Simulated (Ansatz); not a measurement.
# Zn (beta tin type): the cost of one run

Computed with Ansatz 0.2.0 (DFT, PBE, PAW with Ansatz's default frozen-core files, scalar-relativistic, unless a step's input says otherwise).

**1. The system as given**

Symmetry: I4_1/amd, No. 141, tetragonal system. The conventional cell has a = 4.842 Å, b = 4.842 Å, c = 2.663 Å, α = 90.00°, β = 90.00°, γ = 90.00°. Zn (site symmetry -4m2) is surrounded by 6 Zn at 2.51 to 2.66 Å.

As a file:

```cif
data_structure
_symmetry_space_group_name_H-M 'P 1'
_symmetry_Int_Tables_number 1
_cell_length_a 3.6736
_cell_length_b 3.6736
_cell_length_c 3.6736
_cell_angle_alpha 97.549
_cell_angle_beta 97.549
_cell_angle_gamma 137.497
_cell_volume 31.22
loop_
_atom_site_label
_atom_site_type_symbol
_atom_site_fract_x
_atom_site_fract_y
_atom_site_fract_z
_atom_site_occupancy
Zn1 Zn 0.62500 0.87500 0.75000 1
Zn2 Zn 0.37500 0.12500 0.25000 1
```

Whether this phase is the stable one at these pressures isn't tested.

Atoms are numbered in the order of the input: Zn1, Zn2.

**2. Cell relaxed at zero pressure, PAW**

input.yaml reads:

```yaml
crystal:
  lattice:
    - [-2.4209766876, 2.4209766876, 1.3315371782]
    - [2.4209766876, -2.4209766876, 1.3315371782]
    - [2.4209766876, 2.4209766876, -1.3315371782]
  atoms:
    - { symbol: Zn, position: [-0.375, -0.125, -0.25] }
    - { symbol: Zn, position: [0.375, 0.125, 0.25] }
kpoints:
  mp_grid: { grid: [16, 16, 16] }
scf:
  occupations: { method: fermi_dirac, width: 0.1 }
hamiltonian:
  xc: pbe
  pseudopotentials: { kind: paw }
output:
  forces: true
  stress: true
  write_density: true
  write_potential: true
  elf: true
  volumetric_format: npy
relax:
  f_tol: 0.005
  max_steps: 40
  cell: {}
```

Started as:

```bash
$ ansatz run input.yaml --threads 1 --pin off --max-ram 2048MiB --backend cpu --events-out ev --progress --plain --runs-dir out
```

What time and memory should one allow on 1 thread of Arm Neoverse V2, shared host?

About 93 s, with a peak of 0.46 GiB.
